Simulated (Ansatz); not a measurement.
## NaCl: rattling a relaxed structure

The structure comes from a generated guess, relaxed at this level; another structure or a mixture of phases may lie lower.

The calculation used Ansatz, DFT PBE+D3(BJ), scalar-relativistic, plane waves, PAW. Settings: cutoff 420 eV, Γ-centred mesh 6×6×4 on the computed 4-atom cell, Gaussian smearing of 0.02 eV; no spin polarisation.

The cell below (4 atoms, space group P6_3/mmc (No. 194)) is relaxed within its symmetry.

```xyz
4
Lattice="4.4837 0.0000 0.0000 -2.2419 3.8830 0.0000 0.0000 0.0000 7.8375" Properties=species:S:1:pos:R:3 pbc="T T T"
Na    2.2419    1.2943    5.8781
Na    0.0000    2.5887    1.9594
Cl    0.0000    0.0000    5.8781
Cl    0.0000    0.0000    1.9594
```

For the test a repeat of it with 8 atoms (edges 4.48, 7.77, 7.84 Å) was strained at random (σ = 1.5 % a component), the atoms were moved at random (σ = 0.10 Å), and all was relaxed again on a coarse 4×2×2 mesh (in the run’s order of axes) with 0.10 eV smearing, with no symmetry imposed.

Task: Does it come back?

Result: It doesn't return. The energy falls by 210 meV/atom on that mesh, the volume changes by -22.5 %, and the end has space group Cmcm (No. 63) at a loose tolerance. Relaxed again on a 6×4×6 mesh with 0.02 eV smearing, the new structure lies 210 meV/atom below the first (mesh in the axes of the run's cell; the cell below is made exact in the group named). Space group P2_1/m (No. 11), monoclinic, a = 4.580 Å, b = 5.577 Å, c = 4.641 Å, β = 116.8°. Na is surrounded by 5 Cl at 2.71–2.79 Å; Cl is surrounded by 5 Na at 2.71–2.79 Å.

```
CELL_PARAMETERS angstrom
4.57956 0.00000 0.00000
0.00000 5.57722 0.00000
-2.09341 0.00000 4.14229
ATOMIC_POSITIONS crystal
Na 0.33030 0.75000 0.17273
Na 0.66970 0.25000 0.82727
Cl 0.67134 0.75000 0.82411
Cl 0.32866 0.25000 0.17589
```
